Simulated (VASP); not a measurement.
# ZnSe (Stilleite) (F-43m) in VASP: notebook, part 3 of 3

VASP 6.6.1. The steps go on from the part before.

## (4) Phonons, LDA, target pressure 1.5 GPa, at which the enthalpy is minimised

Contents of POSCAR:

```
ZnSe
1.0
    0.0000000000      2.7882745086      2.7882745086
    2.7882745086      0.0000000000      2.7882745086
    2.7882745086      2.7882745086      0.0000000000
  Zn              Se
     1     1
Direct
     0.0000000000000000    0.0000000000000000    0.0000000000000000
     0.2500000000000000    0.2500000000000000    0.2500000000000000
```

Contents of INCAR.step1:

```
SYSTEM = ZnSe
PREC     = Accurate       ! precision mode
ENCUT    = 600            ! plane-wave cutoff, eV
EDIFF    = 1E-8           ! SCF threshold, eV
ISMEAR   = 0              ! smearing method
SIGMA    = 0.03           ! smearing width, eV
LREAL    = .FALSE.        ! projectors in reciprocal space
LASPH    = .TRUE.         ! aspherical terms in the spheres
NELM     = 80             ! most SCF steps
ALGO     = Fast           ! electronic algorithm
ISIF     = 3              ! what is computed and relaxed
LWAVE    = .FALSE.        ! write WAVECAR
LCHARG   = .FALSE.        ! write CHGCAR
PSTRESS  = 15.0         
IBRION   = 2              ! ionic algorithm
NSW      = 40             ! ionic steps
EDIFFG   = -0.002         ! ionic threshold
```

Contents of INCAR.step2:

```
SYSTEM = ZnSe
PREC     = Accurate       ! precision mode
ENCUT    = 600            ! plane-wave cutoff, eV
EDIFF    = 1E-8           ! SCF threshold, eV
ISMEAR   = 0              ! smearing method
SIGMA    = 0.03           ! smearing width, eV
LREAL    = .FALSE.        ! projectors in reciprocal space
LASPH    = .TRUE.         ! aspherical terms in the spheres
NELM     = 80             ! most SCF steps
ALGO     = Fast           ! electronic algorithm
ISIF     = 2              ! what is computed and relaxed
LWAVE    = .FALSE.        ! write WAVECAR
LCHARG   = .FALSE.        ! write CHGCAR
PSTRESS  = 15.0         
IBRION   = 6              ! ionic algorithm
NFREE    = 2            
POTIM    = 0.015          ! step
NSW      = 1              ! ionic steps
```

Contents of KPOINTS:

```
Automatic mesh
0
G
  8 8 8
  0 0 0
```

Potentials or basis: VASP PAW LDA potentials, release 64 (Zn, Se).

Run with:

```console
$ cat potpaw_LDA.64/Zn/POTCAR potpaw_LDA.64/Se/POTCAR > POTCAR
$ cp INCAR.step1 INCAR
$ mpirun -np 1 vasp_std > vasp.out
$ cp CONTCAR POSCAR
$ cp INCAR.step2 INCAR
$ mpirun -np 1 vasp_std > vasp.out
```

OUTCAR:

```text
SYSTEM = ZnSe
   PREC = Accurate
   ENCUT = 600
   EDIFF = 1E-8
   ISMEAR = 0
   LREAL = .FALSE.
   LASPH = .TRUE.
   NELM = 80
   ISIF = 2
   PSTRESS = 15.0
   IBRION = 6
   NFREE = 2
   POTIM = 0.015
   NSW = 1

 ion  position               nearest neighbor table
   1  0.000  0.000  0.000-   2 2.40   2 2.40   2 2.40   2 2.40
   2  0.250  0.250  0.250-   1 2.40   1 2.40   1 2.40   1 2.40

  LATTYP: Found a face centered cubic cell.
 ALAT       =     5.5391961569

  Lattice vectors:

 A1 = (   0.0000000000,   2.7695980784,   2.7695980784)
 A2 = (   2.7695980784,   0.0000000000,   2.7695980784)
 A3 = (   2.7695980784,   2.7695980784,   0.0000000000)

Analysis of symmetry for initial positions (statically):
=====================================================================
 Subroutine PRICEL returns:
 Original cell was already a primitive cell.

 Routine SETGRP: Setting up the symmetry group for a
 face centered cubic supercell.

 Subroutine GETGRP returns: Found 24 space group operations
 (whereof 24 operations were pure point group operations)
 out of a pool of 48 trial point group operations.

The static configuration has the point symmetry T_d .

Analysis of symmetry for dynamics (positions and initial velocities):
=====================================================================
 Subroutine PRICEL returns:
 Original cell was already a primitive cell.

 Routine SETGRP: Setting up the symmetry group for a
 face centered cubic supercell.

 Subroutine GETGRP returns: Found 24 space group operations
 (whereof 24 operations were pure point group operations)
[... 322 lines left out ...]

 k-point     1 :       0.0000    0.0000    0.0000
  band No.  band energies     occupation
      1     -11.6184      2.00000
      2      -4.8259      2.00000
      3      -4.8160      2.00000
      4      -4.8060      2.00000
      5      -4.3926      2.00000
      6      -4.3925      2.00000
      7       2.1182      2.00000
      8       2.1369      2.00000
      9       2.1540      2.00000
     10       3.4917      0.00000
     11       7.8001      0.00000
     12       7.8121      0.00000
     13       7.8256      0.00000
[... 354 lines left out ...]
  band No.  band energies     occupation
      1     -10.5444      2.00000
      2      -4.7010      2.00000
      3      -4.6497      2.00000
      4      -4.4373      2.00000
      5      -4.3865      2.00000
      6      -4.1481      2.00000
      7      -3.2397      2.00000
      8      -0.5684      2.00000
      9       0.4849      2.00000
     10       6.4406      0.00000
     11       7.5003      0.00000
     12       9.6106      0.00000
     13      10.8888      0.00000

 [... further k-points ...]

------------------------ aborting loop because EDIFF is reached ----------------------------------------

  FORCE on cell =-STRESS in cart. coord.  units (eV):
  Direction    XX          YY          ZZ          XY          YZ          ZX
  --------------------------------------------------------------------------------------
  -------------------------------------------------------------------------------------
  Total        0.3994410      0.4016059      0.4016059      0.0000000      0.1066926      0.0000000
  in kB       15.0620116     15.1436448     15.1436448      0.0000000      4.0231346      0.0000000
  external PRESSURE =       0.1164337 kB  Pullay stress =      15.0000000 kB
[... 21 lines left out ...]
  energy  without entropy=       -7.3670528770  energy(sigma->0) =       -7.36705288

  enthalpy is  TOTEN    =        -6.9692564116 eV   P V=        0.3977964655

 INTERNAL STRAIN TENSORS FROM DISPLACED ATOMS
 ============================================

 INTERNAL STRAIN TENSOR FOR ION    1 for displacements in x,y,z  (eV/Angst):
          X           Y           Z          XY          YZ          ZX
  --------------------------------------------------------------------------------
  x     0.00000     0.00000     0.00000     0.00000     7.11628     0.00000
  y     0.00000     0.00000     0.00000     0.00000     0.00000     7.11628
  z     0.00000     0.00000     0.00000     7.11628     0.00000     0.00000

 INTERNAL STRAIN TENSOR FOR ION    2 for displacements in x,y,z  (eV/Angst):
          X           Y           Z          XY          YZ          ZX
  --------------------------------------------------------------------------------
  x     0.00000     0.00000     0.00000     0.00000    -7.11559     0.00000
  y     0.00000     0.00000     0.00000     0.00000     0.00000    -7.11559
  z     0.00000     0.00000     0.00000    -7.11559     0.00000     0.00000

 Eigenvectors and eigenvalues of the dynamical matrix
 ----------------------------------------------------

   1 f  =    6.771718 THz    42.547956 2PiTHz  225.880185 cm-1    28.005561 meV
             X         Y         Z           dx          dy          dz
      0.000000  0.000000  0.000000     0.000000    0.739948    0.000000
      1.384799  1.384799  1.384799     0.000000   -0.672665    0.000000
[... 21 lines left out ...]
   6 f/i=    0.003528 THz     0.022165 2PiTHz    0.117672 cm-1     0.014589 meV
             X         Y         Z           dx          dy          dz
      0.000000  0.000000  0.000000     0.000000    0.000000   -0.672665
      1.384799  1.384799  1.384799     0.000000    0.000000   -0.739948

 ELASTIC MODULI CONTR FROM IONIC RELAXATION (kBar)
 Direction    XX          YY          ZZ          XY          YZ          ZX
 --------------------------------------------------------------------------------
 XX          -0.0000      0.0000      0.0000      0.0000     -0.0000      0.0000
 YY           0.0000     -0.0000      0.0000      0.0000      0.0000     -0.0000
 ZZ           0.0000      0.0000     -0.0000     -0.0000      0.0000      0.0000
 XY           0.0000      0.0000     -0.0000   -284.5374      0.0000      0.0000
 YZ          -0.0000      0.0000      0.0000      0.0000   -284.5374      0.0000
 ZX           0.0000     -0.0000      0.0000      0.0000      0.0000   -284.5374
 --------------------------------------------------------------------------------
```

OUTCAR.step1:

```text
SYSTEM = ZnSe
   PREC = Accurate
   ENCUT = 600
   EDIFF = 1E-8
   ISMEAR = 0
   LREAL = .FALSE.
   LASPH = .TRUE.
   NELM = 80
   ISIF = 3
   PSTRESS = 15.0
   IBRION = 2
   NSW = 40
   EDIFFG = -0.002

[... 676 lines left out ...]

 k-point     1 :       0.0000    0.0000    0.0000
  band No.  band energies     occupation
      1     -11.6182      2.00000
      2      -4.8156      2.00000
      3      -4.8156      2.00000
      4      -4.8156      2.00000
      5      -4.3922      2.00000
      6      -4.3922      2.00000
      7       2.1365      2.00000
      8       2.1365      2.00000
      9       2.1365      2.00000
     10       3.4916      0.00000
     11       7.8122      0.00000
     12       7.8122      0.00000
     13       7.8122      0.00000
[... 401 lines left out ...]
  energy  without entropy=       -7.3679706121  energy(sigma->0) =       -7.36797061

  enthalpy is  TOTEN    =        -6.9701741467 eV   P V=        0.3977964655

 reached required accuracy - stopping structural energy minimisation
```

OSZICAR.step1:

```text
N       E                     dE             d eps       ncg     rms          rms(c)
DAV:   1     0.939908262318E+02    0.93991E+02   -0.98588E+03   754   0.177E+03
DAV:   2    -0.112882178228E+01   -0.95120E+02   -0.91347E+02   804   0.306E+02
DAV:   3    -0.761076701343E+01   -0.64819E+01   -0.64377E+01   924   0.770E+01
[... 35 lines left out ...]
RMM:   7    -0.736797055608E+01   -0.68338E-06   -0.63798E-06   754   0.291E-02    0.574E-03
RMM:   8    -0.736797076787E+01   -0.21179E-06   -0.36007E-06   754   0.231E-02    0.351E-03
RMM:   9    -0.736797060325E+01    0.16461E-06   -0.11343E-06   754   0.154E-02    0.214E-04
RMM:  10    -0.736797061156E+01   -0.83110E-08   -0.10141E-07   713   0.297E-03    0.411E-04
RMM:  11    -0.736797061215E+01   -0.58412E-09   -0.13823E-08   498   0.141E-03
   3 F= -.69701741E+01 E0= -.69701741E+01  d E =-.416092E-02
```

It took 71 s on 1 thread of Intel Xeon 6975P-C (Granite Rapids), shared host; peak memory 0.25 GiB.

What came out:

```yaml
Relaxed_volume: 21.24 Å³/atom
Relaxed_cell: a = 3.917 Å, b = 3.917 Å, c = 3.917 Å, α = 60.00°, β = 60.00°, γ = 60.00°
Space_group_after_relaxing_to_0.05_Å: F-43m (No. 216)
Highest_phonon_frequency_at_Γ_LO-TO_splitting_left_out: 226 cm⁻¹
```

The path:
| step | energy change (eV) | largest force (eV/Å) | pressure (GPa) | volume (Å³) |
| --- | --- | --- | --- | --- |
| 1 | 0.0000 | 0.0000 | -0.02 | 43.35 |
| 2 | 0.0087 | 0.0000 | 2.27 | 42.08 |
| 3 | 0.0039 | 0.0000 | 1.50 | 42.49 |

Final structure:
```yaml
crystal:
  lattice:
    - [0.00000, 2.76960, 2.76960]
    - [2.76960, 0.00000, 2.76960]
    - [2.76960, 2.76960, 0.00000]
  atoms:
    - { symbol: Zn, position: [0.00000, 0.00000, 0.00000] }
    - { symbol: Se, position: [0.25000, 0.25000, 0.25000] }
```

Phonon frequencies in cm⁻¹ (negative: imaginary):
| q point | frequencies |
| --- | --- |
| (0.000, 0.000, 0.000) | 0 0 0 226 226 226 |

## (5) Dielectric tensor, LDA

This run uses another cell than the first one, of 21.24 Å³/atom, 0.980 times its volume.

Contents of INCAR:

```
SYSTEM = ZnSe
PREC     = Accurate       ! precision mode
ENCUT    = 600            ! plane-wave cutoff, eV
EDIFF    = 1E-8           ! SCF threshold, eV
ISMEAR   = 0              ! smearing method
SIGMA    = 0.03           ! smearing width, eV
LREAL    = .FALSE.        ! projectors in reciprocal space
LASPH    = .TRUE.         ! aspherical terms in the spheres
NELM     = 80             ! most SCF steps
ALGO     = Fast           ! electronic algorithm
ISIF     = 2              ! what is computed and relaxed
LWAVE    = .FALSE.        ! write WAVECAR
LCHARG   = .FALSE.        ! write CHGCAR
LEPSILON = .TRUE.         ! dielectric tensor by DFPT
```

Contents of KPOINTS:

```
Automatic mesh
0
Monkhorst
  14 14 14
  0 0 0
```

Contents of POSCAR:

```
ZnSe                                    
1.0
    0.0000000000      2.7695980784      2.7695980784
    2.7695980784      0.0000000000      2.7695980784
    2.7695980784      2.7695980784      0.0000000000
  Zn              Se            
     1     1
Direct
     0.0000000000000000    0.0000000000000000    0.0000000000000000
     0.2500000000000000    0.2500000000000000    0.2500000000000000
```

Potentials or basis: VASP PAW LDA potentials, release 64 (Zn, Se).

Run with:

```console
$ cat potpaw_LDA.64/Zn/POTCAR potpaw_LDA.64/Se/POTCAR > POTCAR
$ mpirun -np 1 vasp_std > vasp.out
```

OUTCAR:

```text
SYSTEM = ZnSe
   PREC = Accurate
   ENCUT = 600
   EDIFF = 1E-8
   ISMEAR = 0
   LREAL = .FALSE.
   LASPH = .TRUE.
   NELM = 80
   ISIF = 2
   LEPSILON = .TRUE.

 ion  position               nearest neighbor table
   1  0.000  0.000  0.000-   2 2.40   2 2.40   2 2.40   2 2.40
   2  0.250  0.250  0.250-   1 2.40   1 2.40   1 2.40   1 2.40

  LATTYP: Found a face centered cubic cell.
 ALAT       =     5.5391961568

  Lattice vectors:

 A1 = (   0.0000000000,   2.7695980784,   2.7695980784)
 A2 = (   2.7695980784,   0.0000000000,   2.7695980784)
 A3 = (   2.7695980784,   2.7695980784,   0.0000000000)
[... 631 lines left out ...]

 PIEZOELECTRIC TENSOR FIELD DIRECTION 3  (C/m^2)
 -----------------------------------------------------------------------------
     0.00004 -0.67308  0.00000
    -0.67308  0.00004  0.00000
     0.00000  0.00000 -0.00058

 MACROSCOPIC STATIC DIELECTRIC TENSOR (including local field effects in DFT)
 ------------------------------------------------------
           7.377897    -0.000000    -0.000000
          -0.000000     7.377897    -0.000000
           0.000000    -0.000000     7.377897
 ------------------------------------------------------

 PIEZOELECTRIC TENSOR (including local field effects)  for field in x, y, z        (e  Angst)
          XX          YY          ZZ          XY          YZ          ZX
  --------------------------------------------------------------------------------
  x    -0.00000     0.00000     0.00000    -0.00000    -1.78822    -0.00000
  y     0.00000     0.00000    -0.00000    -0.00000     0.00000    -1.78822
  z     0.00000     0.00000    -0.00000    -1.78822    -0.00000    -0.00000

 PIEZOELECTRIC TENSOR (including local field effects)  for field in x, y, z        (C/m^2)
          XX          YY          ZZ          XY          YZ          ZX
  --------------------------------------------------------------------------------
  x    -0.00000     0.00000     0.00000    -0.00000    -0.67430    -0.00000
  y     0.00000     0.00000    -0.00000    -0.00000     0.00000    -0.67430
  z     0.00000     0.00000    -0.00000    -0.67430    -0.00000    -0.00000

 BORN EFFECTIVE CHARGES (including local field effects) (in |e|, cummulative output)
 ---------------------------------------------------------------------------------
 ion    1
    1     1.94211     0.00000     0.00000
    2     0.00000     1.94211     0.00000
    3     0.00000     0.00000     1.94211
 ion    2
    1    -1.94211     0.00000     0.00000
    2     0.00000    -1.94211     0.00000
    3     0.00000     0.00000    -1.94211
```

OSZICAR:

```text
N       E                     dE             d eps       ncg     rms          rms(c)
DAV:   1     0.927579642421E+02    0.92758E+02   -0.99217E+03  7280   0.179E+03
DAV:   2    -0.127181629531E+01   -0.94030E+02   -0.89990E+02  7705   0.301E+02
DAV:   3    -0.761421815723E+01   -0.63424E+01   -0.63044E+01  9090   0.762E+01
[... 11 lines left out ...]
RMM:   6    -0.791479711918E+00   -0.44325E-03   -0.13695E-04 62118   0.738E-02    0.158E-02
RMM:   7    -0.791714864458E+00   -0.23515E-03   -0.13959E-05 66643   0.219E-02    0.201E-03
RMM:   8    -0.791760852457E+00   -0.45988E-04   -0.18256E-06 64346   0.544E-03    0.963E-04
RMM:   9    -0.791753333150E+00    0.75193E-05   -0.44787E-07 69076   0.174E-03    0.312E-04
RMM:  10    -0.791753937232E+00   -0.60408E-06   -0.82308E-08 62153   0.557E-04    0.372E-05
RMM:  11    -0.791755074783E+00   -0.11376E-05    0.36401E-09 41654   0.178E-04    0.211E-05
RMM:  12    -0.791754740964E+00    0.33382E-06   -0.83951E-09 32088   0.983E-05    0.411E-06
```

It took 21 min on 1 thread of Intel Xeon 6975P-C (Granite Rapids), shared host; peak memory 2.1 GiB.

What came out:

* Electronic dielectric tensor (diagonal): 7.38
* Born charges (mean of the diagonal): Zn +1.94; Se -1.94 e

Levels at points of the mesh, in eV from the valence-band top:
| k point | band 6 | band 7 | band 8 | band 9 | band 10 | band 11 | band 12 | band 13 |
| --- | --- | --- | --- | --- | --- | --- | --- | --- |
| (0.04, 0.04, 0.04) | -6.51 | -0.18 | 0.00 | 0.00 | 1.54 | 5.68 | 5.72 | 5.72 |

Electronic dielectric tensor:
```
7.38 0.00 0.00
0.00 7.38 0.00
0.00 0.00 7.38
```

Born effective charge tensors (e):
atom 1, Zn
```
1.94 0.00 0.00
0.00 1.94 0.00
0.00 0.00 1.94
```
atom 2, Se
```
-1.94  0.00  0.00
 0.00 -1.94  0.00
 0.00  0.00 -1.94
```

## (6) Against experiment

Step 3. Measured high-frequency dielectric constant of ZnSe: 5.9 (a printed reference work, textbook). This calculation gives 7.50 (+27.1 %).

Step 5. Against the measured high-frequency dielectric constant of ZnSe, 5.9 (a printed reference work, textbook), the calculated 7.38 is off by +25.0 %.
